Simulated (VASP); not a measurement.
# MgSi: relaxation of cell and atoms with BLYP+D3(BJ)

The system is MgSi.

```
Si Mg
1.0
     2.90839    0.00000    0.00000
     0.00000    2.90839    0.00000
     0.00000    0.00000    4.10343
Si Mg
1 1
Direct
  0.50000 0.50000 0.50000
  0.00000 0.00000 0.00000
```

The cell comes from a database or a generator and needn't be the stable form of this composition.

| Item | Value |
| --- | --- |
| Program | VASP 6.6.1 |
| Task | relaxation of cell and atoms |
| Functional | BLYP |
| Dispersion | D3(BJ) |
| Potentials or basis | VASP PAW PBE potentials, release 64 (Si, Mg) |
| Cutoff | 600 eV |
| k mesh | 9 × 9 × 7 |
| Occupations | fermi-dirac, width 0.05 eV |
| Spin | no spin polarisation |
| Further INCAR settings | ALGO = Fast; EDIFF = 1e-06; IBRION = 2; EDIFFG = -0.01; NSW = 40; ISIF = 3 |

The relaxed volume is 16.30 Å³/atom. The relaxed cell is a = 2.922 Å, b = 2.922 Å, c = 3.817 Å, α = 90.00°, β = 90.00°, γ = 90.00°. The space group after relaxing (to 0.05 Å) is P4/mmm (No. 123). The energy gained by relaxing is 38.8 meV/atom and the ionic steps are 7. The pressure after relaxing is 0.0 GPa. The band gap on the k mesh is none (metal or under the smearing width) and the dispersion energy per atom is -0.873 eV.

Step by step:
| step | energy change (eV) | largest force (eV/Å) | pressure (GPa) | volume (Å³) |
| --- | --- | --- | --- | --- |
| 1 | 0.0000 | 0.0000 | -4.51 | 34.71 |
| 2 | -0.0702 | 0.0000 | 0.15 | 32.29 |
| 3 | -0.0714 | 0.0000 | 0.95 | 31.97 |
| 4 | -0.0761 | 0.0000 | 0.45 | 32.30 |
| 5 | -0.0769 | 0.0000 | -0.26 | 32.79 |
| 6 | -0.0776 | 0.0000 | 0.06 | 32.57 |
| 7 | -0.0776 | 0.0000 | 0.01 | 32.60 |

Final structure:
```cif
data_structure
_symmetry_space_group_name_H-M 'P 1'
_symmetry_Int_Tables_number 1
_cell_length_a 2.9225
_cell_length_b 2.9225
_cell_length_c 3.8172
_cell_angle_alpha 90.000
_cell_angle_beta 90.000
_cell_angle_gamma 90.000
_cell_volume 32.60
loop_
_atom_site_label
_atom_site_type_symbol
_atom_site_fract_x
_atom_site_fract_y
_atom_site_fract_z
_atom_site_occupancy
Si1 Si 0.50000 0.50000 0.50000 1
Mg1 Mg 0.00000 0.00000 0.00000 1
```

Levels at points of the mesh, in eV from the Fermi level:
```
           k point  band 1  band 2  band 3  band 4  band 5  band 6
(0.00, 0.00, 0.00)  -11.42   -2.08    0.31    3.95    3.95    5.19
```

Wall time 62 s on 1 thread of Intel(R) Xeon(R) 6975P-C (Granite Rapids), on a shared host, peak memory 0.18 GiB.

Caveat: the PAW data sets were made with another functional, which shifts forces and pressure a little; pairwise dispersion overbinds metals, which lowers pressure and volume.
